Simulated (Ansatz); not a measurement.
The system is Ni.

```
Ni
1.0
     2.44802    0.00000    0.00000
    -1.22401    2.12005    0.00000
     0.00000    0.00000    4.07281
Ni
2
Direct
  0.66667 0.33333 0.75000
  0.33333 0.66667 0.25000
```

This isn't the form of Ni at room conditions, which is fcc.

Alike in all runs: program Ansatz 0.2.0; functional PBE; potentials or basis all-electron LAPW, scalar-relativistic; cutoff 323 eV (chosen from the basis error); basis error allowed 0.001 eV/atom; k mesh 12 × 12 × 7; occupations fermi-dirac, width 0.05 eV.

The same cell was started in several ways:

| start | free energy over the lowest (meV/atom) | net moment (μB) | site or absolute moments (μB) | gap |
| --- | --- | --- | --- | --- |
| collinear spin, ferromagnetic start of up to 1.2 μB; fixed moment 2.4 | 215.8 | - | Ni +1.19 | - |
| collinear spin, ferromagnetic start of up to 0.75 μB; fixed moment 1.5 | 0.0 | - | Ni +0.77 | - |
| collinear spin, ferromagnetic start of up to 1 μB; fixed moment 2 | 88.2 | - | Ni +1.01 | - |
| collinear spin, program default start, total moment locked; fixed moment 0 | 41.4 | - | Ni +0.24, -0.24 | - |
| collinear spin, ferromagnetic start of up to 0.25 μB; fixed moment 0.5 | 31.4 | - | Ni +0.26 | - |
| collinear spin, ferromagnetic start of up to 0.5 μB; fixed moment 1 | 2.3 | - | Ni +0.52 | - |

All polarised runs hold their moment fixed, so the table maps the energy against it. A still lower state may exist.

Caveats: the total moment is fixed, so each spin has its own Fermi level.
